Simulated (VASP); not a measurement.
# BaS (zincblende): a HSE06 single-point calculation in VASP

INCAR, step 1 (PBE orbitals to start from)

```
PREC = Accurate
LREAL = .FALSE.
LWAVE = .TRUE.
ISMEAR = 0
LCHARG = .FALSE.
SIGMA = 0.01
NELM = 120
GGA = PE
EDIFF = 1E-5
LASPH = .TRUE.
ENCUT = 520
NBANDS = 15
```

INCAR, step 2

```
EDIFF = 1E-7
HFSCREEN = 0.2079
ISMEAR = 0
LHFCALC = .TRUE.
NSW = 0
LREAL = .FALSE.
NELM = 120
LASPH = .TRUE.
PREC = Accurate
ALGO = Normal
GGA = PE
ISIF = 2
SIGMA = 0.01
NBANDS = 15
IBRION = -1
PRECFOCK = Fast
AEXX = 0.25
LWAVE = .FALSE.
ISTART = 1
ENCUT = 520
LCHARG = .FALSE.
```

KPOINTS

```
KPOINTS created by Atomic Simulation Environment
0
Gamma
4 4 4
0 0 0
```

KPOINTS_OPT

```
special points
6
Reciprocal
0.0000000000 0.0000000000 0.0000000000 1
0.5000000000 0.0000000000 0.5000000000 1
0.5000000000 0.2500000000 0.7500000000 1
0.3750000000 0.3750000000 0.7500000000 1
0.5000000000 0.5000000000 0.5000000000 1
0.6250000000 0.2500000000 0.6250000000 1
```

POSCAR

```
Ba S
 1.0000000000000000
     0.0000000000000000    3.5194117709000001    3.5194117709000001
     3.5194117709000001    0.0000000000000000    3.5194117709000001
     3.5194117709000001    3.5194117709000001    0.0000000000000000
 Ba  S
   1   1
Cartesian
  0.0000000000000000  0.0000000000000000  0.0000000000000000
  1.7597058854500001  1.7597058854500001  1.7597058854500001
```

VASP ran with the recommended PBE PAW datasets (16 valence electrons in the cell).

Command

```
mpirun -np 1 vasp_std
```

From OUTCAR

```
k-points           NKPTS =      8   k-points in BZ     NKDIM =     64   number of bands    NBANDS=     15

   NELECT =      16.0000    total number of electrons

   dimension x,y,z NGX =    40 NGY =   40 NGZ =   40
   dimension x,y,z NGXF=    80 NGYF=   80 NGZF=   80

  energy-cutoff  :      520.00
  volume of cell :       87.18
      direct lattice vectors                 reciprocal lattice vectors
     0.000000000  3.519411771  3.519411771    -0.142069196  0.142069196  0.142069196
     3.519411771  0.000000000  3.519411771     0.142069196 -0.142069196  0.142069196
     3.519411771  3.519411771  0.000000000     0.142069196  0.142069196 -0.142069196

 k-points in reciprocal lattice and weights: KPOINTS created by Atomic Simulation Env
   0.00000000  0.00000000  0.00000000       0.016
   0.25000000  0.00000000  0.00000000       0.125
   0.50000000  0.00000000  0.00000000       0.062
   0.25000000  0.25000000  0.00000000       0.094
   0.50000000  0.25000000  0.00000000       0.375
  -0.25000000  0.25000000  0.00000000       0.188
   0.50000000  0.50000000  0.00000000       0.047
  -0.25000000  0.50000000  0.25000000       0.094

 E-fermi :  -0.7846

 k-point     1 :       0.0000    0.0000    0.0000
  band No.  band energies     occupation
      1     -28.6518      2.00000
      2     -12.7793      2.00000
      3     -12.7793      2.00000
      4     -12.7793      2.00000
      5     -11.7737      2.00000
      6      -1.5468      2.00000
      7      -1.5468      2.00000
      8      -1.5468      2.00000
      9       2.8107      0.00000
     10       5.3474      0.00000
     11       5.3474      0.00000
     12       7.2896      0.00000
     13       7.2896      0.00000
     14       7.2896      0.00000
     15      10.3506      0.00000

 k-point     2 :       0.2500    0.0000    0.0000
  band No.  band energies     occupation
      1     -28.6432      2.00000
      2     -13.2811      2.00000
      3     -12.8029      2.00000
      4     -12.8029      2.00000
      5     -11.2606      2.00000
      6      -1.6077      2.00000
      7      -1.4021      2.00000
      8      -1.4021      2.00000
      9       3.9186      0.00000
     10       5.0807      0.00000
     11       5.0807      0.00000
     12       6.7123      0.00000
     13       7.7778      0.00000
     14       7.7778      0.00000
     15       7.9901      0.00000

 k-point     3 :       0.5000    0.0000    0.0000
  band No.  band energies     occupation
      1     -28.6345      2.00000
      2     -13.5958      2.00000
      3     -12.8262      2.00000
      4     -12.8262      2.00000
      5     -10.9471      2.00000
      6      -1.4662      2.00000
      7      -1.2695      2.00000
      8      -1.2695      2.00000
      9       4.6123      0.00000
     10       5.5155      0.00000
     11       5.5155      0.00000
     12       5.5513      0.00000
     13       6.7151      0.00000
     14       6.7151      0.00000
     15       8.9485      0.00000

 k-point     4 :       0.2500    0.2500    0.0000
  band No.  band energies     occupation
      1     -28.6403      2.00000
      2     -13.3609      2.00000
      3     -12.8375      2.00000
      4     -12.8375      2.00000
      5     -11.1207      2.00000
      6      -1.8478      2.00000
      7      -1.2227      2.00000
      8      -1.2227      2.00000
      9       3.9375      0.00000
     10       4.4970      0.00000
     11       5.9010      0.00000
     12       7.2484      0.00000
     13       7.4035      0.00000
     14       7.4035      0.00000
     15       9.3392      0.00000

 k-point     5 :       0.5000    0.2500    0.0000
  band No.  band energies     occupation
      1     -28.6317      2.00000
      2     -13.6211      2.00000
      3     -12.9108      2.00000
      4     -12.8606      2.00000
      5     -10.8074      2.00000
      6      -1.6834      2.00000
      7      -1.1134      2.00000
      8      -1.0606      2.00000
      9       3.7981      0.00000
     10       4.8164      0.00000
     11       5.8276      0.00000
     12       6.9709      0.00000
     13       7.0029      0.00000
     14       7.7499      0.00000
     15       9.1477      0.00000

 k-point     6 :      -0.2500    0.2500    0.0000
  band No.  band energies     occupation
      1     -28.6346      2.00000
      2     -13.5425      2.00000
      3     -12.9119      2.00000
      4     -12.8265      2.00000
      5     -10.9059      2.00000
      6      -1.4920      2.00000
      7      -1.3004      2.00000
      8      -1.2377      2.00000
      9       4.1914      0.00000
     10       4.8207      0.00000
     11       5.2709      0.00000
     12       6.5522      0.00000
     13       7.5400      0.00000
     14       7.9719      0.00000
     15       8.5689      0.00000

 k-point     7 :       0.5000    0.5000    0.0000
  band No.  band energies     occupation
      1     -28.6289      2.00000
      2     -13.7015      2.00000
      3     -12.8946      2.00000
      4     -12.8946      2.00000
      5     -10.7211      2.00000
      6      -1.9699      2.00000
      7      -0.8441      2.00000
      8      -0.8441      2.00000
      9       3.5421      0.00000
     10       4.7428      0.00000
     11       6.6292      0.00000
     12       6.6292      0.00000
     13       6.7560      0.00000
     14       8.8510      0.00000
     15       9.1506      0.00000

 k-point     8 :      -0.2500    0.5000    0.2500
  band No.  band energies     occupation
      1     -28.6288      2.00000
      2     -13.6727      2.00000
      3     -12.9423      2.00000
      4     -12.8975      2.00000
      5     -10.6992      2.00000
      6      -1.4718      2.00000
      7      -1.3738      2.00000
      8      -0.8360      2.00000
      9       3.5045      0.00000
     10       4.4749      0.00000
     11       6.2630      0.00000
     12       6.6983      0.00000
     13       7.8470      0.00000
     14       8.8020      0.00000
     15       9.0038      0.00000

  Total        0.0869249      0.0869249      0.0869249     -0.0000000      0.0000000      0.0000000
  in kB        1.5974023      1.5974023      1.5974023     -0.0000000      0.0000000      0.0000000
  external PRESSURE =       1.5974023 kB  Pullay stress =       0.0000000 kB

 POSITION                                       TOTAL-FORCE (eV/Angst)
 -----------------------------------------------------------------------------------
      0.00000      0.00000      0.00000        -0.000000     -0.000000     -0.000000
      1.75971      1.75971      1.75971         0.000000      0.000000      0.000000
 -----------------------------------------------------------------------------------
    total drift:                               -0.000000      0.000000     -0.000000

  FREE ENERGIE OF THE ION-ELECTRON SYSTEM (eV)
  ---------------------------------------------------
  free  energy   TOTEN  =       -11.0458584384 eV

  energy  without entropy=      -11.0458584384  energy(sigma->0) =      -11.04585844
```

The gap between bands v and c is 3.65 eV. The least direct gap is 4.34 eV. The pressure is 0.2 GPa.

Band v is the last that the valence electrons fill when counted band by band, and c is the next.

The run (its last step) took about 4.5 min on one core of a shared host (Intel Xeon 6975P-C) and held 0.35 GiB at most.
